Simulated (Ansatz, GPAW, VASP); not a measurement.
# TiC: 4 runs at one level of theory

```
Ti C
1.0
     0.00000    2.16572    2.16572
     2.16572    0.00000    2.16572
     2.16572    2.16572    0.00000
Ti C
1 1
Direct
  0.00000 0.00000 0.00000
  0.50000 0.50000 0.50000
```

The cell is a database's computed one, not the measured one.

Alike in all runs: task single point; functional RPBE; k mesh 11 × 11 × 11; occupations gaussian, width 0.02 eV; no spin polarisation; no spin-orbit coupling. Pressure is positive in compression and, in plane waves, holds the error of the finite cutoff, which Ansatz's Pulay term estimates and takes out.

| program and potentials | plane-wave cutoff (eV) | notes | pressure (GPa) |
| --- | --- | --- | --- |
| Ansatz, Ansatz PAW | 420 | potentials made for PBE, which Ansatz adapts in part; Pulay term of +0.25 GPa included | 4.85 |
| VASP, PBE PAW files C_GW, Ti_sv_GW, 550 eV | 550 | potentials made for PBE | 3.38 |
| Ansatz, all-electron LAPW, scalar-relativistic | - | - | 4.75 |
| GPAW, the program's PAW data sets (release 1.2.1) made for this functional | 800 | - | 5.60 |

The pressure spans 3.38 (VASP, PBE PAW files C_GW, Ti_sv_GW, 550 eV) to 5.60 GPa (GPAW, the program's PAW data sets (release 1.2.1) made for this functional), with all-electron results at 4.75. Some sets were made for another functional than the one run, which can shift their rows.

Differences between rows come from potentials, basis sets and numerical settings, since the functional is the same but for its coding. Runs on potential files found faulty are left out.
